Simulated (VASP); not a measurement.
Write the native input for VASP 6.6.1 that does the following.

```yaml
Task: band structure
Functional: PBE
Potentials_or_basis: VASP PAW PBE potentials, release 64 (Li_sv, H)
Cutoff: 520 eV
k_mesh: 12 × 12 × 12
Occupations: gaussian, width 0.03 eV
Spin: no spin polarisation
Further_INCAR_settings: ALGO = Normal; EDIFF = 1e-06
```

The structure of LiH lies in POSCAR:

```
LiH                                     
1.0
    0.0000000000      1.9860246740      1.9860246740
    1.9860246740      0.0000000000      1.9860246740
    1.9860246740      1.9860246740      0.0000000000
  Li              H             
     1     1
Direct
     0.0000000000000000    0.0000000000000000    0.0000000000000000
     0.5000000000000000    0.5000000000000000    0.5000000000000000
```

These files were run (other wordings do the same):

INCAR

```
SYSTEM = LiH
PREC = Accurate
ENCUT = 520
EDIFF = 1E-6
ISMEAR = 0
SIGMA = 0.03
LREAL = .FALSE.
LASPH = .TRUE.
NELM = 80
ALGO = Normal
ISIF = 2
LWAVE = .FALSE.
LCHARG = .FALSE.
GGA = PE
```

KPOINTS

```
regular mesh
0
G
  12 12 12
  0 0 0
```

KPOINTS_OPT

```
explicit points
252
Reciprocal
 0.0000000000  0.0000000000  0.0000000000 1
 0.0357142857  0.0000000000  0.0357142857 1
 0.0714285714  0.0000000000  0.0714285714 1
 0.1071428571  0.0000000000  0.1071428571 1
 0.1428571429  0.0000000000  0.1428571429 1
 0.1785714286  0.0000000000  0.1785714286 1
[... 244 lines left out ...]
 0.4919774800  0.0080225200  0.5000000000 1
 0.5080225200 -0.0080225200  0.5000000000 1
```

Potentials or basis: VASP PAW PBE potentials, release 64 (Li_sv, H).

Command:

```bash
$ cat potpaw_PBE.64/Li_sv/POTCAR potpaw_PBE.64/H/POTCAR > POTCAR
$ mpirun -np 1 vasp_std > vasp.out
```

It gave:

The band gap on the k mesh is 2.96 eV, direct. The band gap along the path is 2.96 eV, direct.

Run time: 8.8 s on 1 thread of Intel(R) Xeon(R) Platinum 8488C (Sapphire Rapids) (shared host), peak memory 0.14 GiB.
